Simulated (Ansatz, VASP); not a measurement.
Given: the input of a run of VASP 6.6.1 on ZnS (Wurtzite-2H).

Contents of INCAR:

```
SYSTEM = ZnS
PREC     = Accurate       ! precision mode
ENCUT    = 520            ! plane-wave cutoff, eV
EDIFF    = 1E-7           ! SCF threshold, eV
ISMEAR   = -1             ! smearing method
SIGMA    = 0.05           ! smearing width, eV
LREAL    = .FALSE.        ! projectors in reciprocal space
LASPH    = .TRUE.         ! aspherical terms in the spheres
NELM     = 100            ! most SCF steps
ALGO     = Normal         ! electronic algorithm
ISIF     = 2              ! what is computed and relaxed
LWAVE    = .FALSE.        ! write WAVECAR
LCHARG   = .TRUE.         ! write CHGCAR
GGA      = B5             ! functional
ALDAX    = 1.0          
AGGAX    = 1.0          
AGGAC    = 1.0          
ALDAC    = 0.0          
IVDW     = 12             ! dispersion correction
VDW_S6   = 1.0          
VDW_S8   = 2.6996       
VDW_A1   = 0.4298       
VDW_A2   = 4.2359       
LELF     = .TRUE.         ! ELF
LVHAR    = .TRUE.       
NBANDS   = 26             ! bands
```

File KPOINTS:

```
regular mesh
0
G
  8 8 5
  0 0 0
```

Contents of POSCAR:

```
ZnS
1.0
    3.7332026603      0.0000000000      0.0000000000
   -1.8666013302      3.2330483413      0.0000000000
    0.0000000000      0.0000000000      6.1067398017
Zn S
2 2
Direct
    0.6666666667      0.3333333333      0.5000000000
    0.3333333333      0.6666666667      0.0000000000
    0.6666666667      0.3333333333      0.8850000000
    0.3333333333      0.6666666667      0.3850000000
```

Potentials or basis: VASP PAW PBE potentials, release 64 (Zn, S).

Launch:

```sh
$ cat potpaw_PBE.64/Zn/POTCAR potpaw_PBE.64/S/POTCAR > POTCAR
$ mpirun -np 1 vasp_std > vasp.out
```

Translate it to Ansatz 0.2.0. Potentials there: Ansatz PAW.

As run (the cutoff follows the program's own potentials):

File input.yaml:

```yaml
crystal:
  lattice:
    - [3.7332026603, 0.0, 0.0]
    - [-1.8666013302, 3.2330483413, 0.0]
    - [0.0, 0.0, 6.1067398017]
  atoms:
    - { symbol: Zn, position: [0.6666666667, 0.3333333333, 0.5] }
    - { symbol: Zn, position: [0.3333333333, 0.6666666667, 0.0] }
    - { symbol: S, position: [0.6666666667, 0.3333333333, 0.885] }
    - { symbol: S, position: [0.3333333333, 0.6666666667, 0.385] }
hamiltonian:
  xc: blyp
  pseudopotentials: { kind: paw }
  dispersion: d3bj
kpoints:
  mp_grid: { grid: [8, 8, 5] }
scf:
  occupations: { method: fermi_dirac, width: 0.05 }
output:
  forces: true
  stress: true
  eigenvalues: true
```

Potentials or basis: Ansatz PAW.

Launch:

```bash
$ ansatz run input.yaml --threads 2 --pin off --max-ram 5120MiB --backend cpu --events-out ev --progress --plain --runs-dir out
```

Both were run:

|  | VASP | Ansatz | Ansatz less VASP |
| --- | --- | --- | --- |
| gap on the k mesh at the Fermi level (eV) | 2.58 | 2.54 | -0.038 |
| least direct gap on the mesh (eV) | 2.58 | 2.54 | -0.038 |
| pressure (GPa) | 5.5 | 5.3 | -0.19 |
| largest component of the traceless stress (GPa) | 1.94 | 1.90 | -0.032 |
| rms of the force components (eV/Å) | 0.251 | 0.248 | -0.0028 |
| dispersion energy (meV/atom) | -719.0 | -719.1 | -0.07 |

Atom by atom the forces differ by 0.003 eV/Å (rms over components).

Caveats: the PAW data sets were made with another functional, which shifts forces and pressure a little (VASP); odd divisions of the mesh miss points on the zone boundary, where band edges often lie, so the gap on the mesh can be too wide (Ansatz); the PAW data sets come from PBE, with cores solved anew for the run's functional, which leaves a small shift of forces and pressure (Ansatz). BLYP gaps usually lie below the measured ones, often by a third to a half.
